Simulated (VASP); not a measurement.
# AlN: G0W0 quasiparticle levels with PBEsol

Crystal: AlN.

```
Al N
1.0
     3.11300    0.00000    0.00000
    -1.55650    2.69594    0.00000
     0.00000    0.00000    4.98100
Al N
2 2
Direct
  0.33333 0.66667 0.00000
  0.66667 0.33333 0.50000
  0.33333 0.66667 0.38000
  0.66667 0.33333 0.88000
```

```yaml
Program: VASP 6.6.1
Task: G0W0 quasiparticle levels
Functional: PBEsol
Potentials_or_basis: VASP PAW PBE potentials, release 64 (Al_GW, N_GW)
Cutoff: 450 eV
k_mesh: 4 × 4 × 3
Occupations: gaussian, width 0.01 eV
Spin: no spin polarisation
Cutoff_of_the_response_function: 80
Empty_bands: 68
GW_scheme: G0W0
GW_iterations: 1
Frequency_points: 50
Further_INCAR_settings: ALGO = EVGW0; EDIFF = 1e-08; NBANDS = 76
```

| Item | Value |
| --- | --- |
| Band gap on the k mesh, mean-field level | 4.13 eV, direct |
| Quasiparticle gap | 5.52 eV |
| Least direct quasiparticle gap | 5.52 eV |

Levels at points of the mesh, in eV from the valence-band top:
```
           k point  band 4  band 5  band 6  band 7  band 8  band 9  band 10  band 11  band 12
(0.00, 0.00, 0.00)   -0.84   -0.84   -0.18   -0.18    0.00    4.13     6.56    10.50    11.04
(0.50, 0.00, 0.00)   -4.18   -3.38   -2.09   -1.81   -0.66    5.68     5.68     8.09    10.19
```

Run time: 25 s on 8 MPI ranks on Intel(R) Xeon(R) Platinum 8259CL CPU @ 2.50GHz (Skylake/Cascade Lake) (shared host), peak memory 0.29 GiB a rank.

Caveat: the k mesh is coarse (spacing up to 0.58 Å⁻¹), so the values aren't converged; bands, screening cutoff and mesh are small and nothing is extrapolated, so the quasiparticle values aren't converged.
